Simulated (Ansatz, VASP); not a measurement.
One calculation of Ti, two programs

The input INCAR:

```
PREC = Accurate
ENCUT = 600
EDIFF = 1E-6
ISMEAR = 1
SIGMA = 0.1
LREAL = False
LASPH = True
NELM = 80
ALGO = Normal
ISIF = 3
LWAVE = False
LCHARG = False
GGA = CA
IBRION = 2
NSW = 80
EDIFFG = -0.005
```

File KPOINTS:

```
Automatic mesh
0
Gamma
  13 13 13
```

Contents of POSCAR:

```
Ti
1.0
   -1.6410000000      1.6410000000      1.6410000000
    1.6410000000     -1.6410000000      1.6410000000
    1.6410000000      1.6410000000     -1.6410000000
Ti
1
Direct
    0.0000000000      0.0000000000      0.0000000000
```

Input for Ansatz:

```yaml
crystal:
  lattice:
    - [-1.641, 1.641, 1.641]
    - [1.641, -1.641, 1.641]
    - [1.641, 1.641, -1.641]
  atoms:
    - { symbol: Ti, position: [0.0, 0.0, 0.0] }
basis:
  ecutwfc: 517.016338673772
kpoints:
  mp_grid:
    grid: [13, 13, 13]
hamiltonian:
  xc: lda
  dispersion: none
scf:
  occupations:
    method: methfessel_paxton
    width: 0.1
relax:
  f_tol: 0.005
  cell: {}
```

This isn't the form of Ti at room conditions, which is hcp.

Alike in both runs: task relaxation of cell and atoms; functional LDA; k mesh 13 × 13 × 13; occupations methfessel-paxton of order 1, width 0.1 eV; no spin polarisation.

```csv
,VASP,Ansatz
version,VASP 6.6.1,Ansatz 0.2.0
potentials or method,"VASP PAW LDA potentials, release 64 (Ti_sv)","plane waves, PAW"
plane-wave cutoff (eV),600,517
valence electrons in the cell,12,12
```

```tsv
	VASP	Ansatz	Ansatz less VASP
relaxed volume (Å³/atom)	15.85	15.87	+0.021
relaxed cell length with the largest relative difference (Å)	2.741	2.742	+0.0012
energy change over the relaxation (meV/atom)	-68	-67	+1.1
```

Caveats: the volume moved by -10 % from the deposited cell, more than functionals usually miss. Zero-point motion and thermal expansion aren't in these numbers. LDA usually gives volumes a few per cent too small.
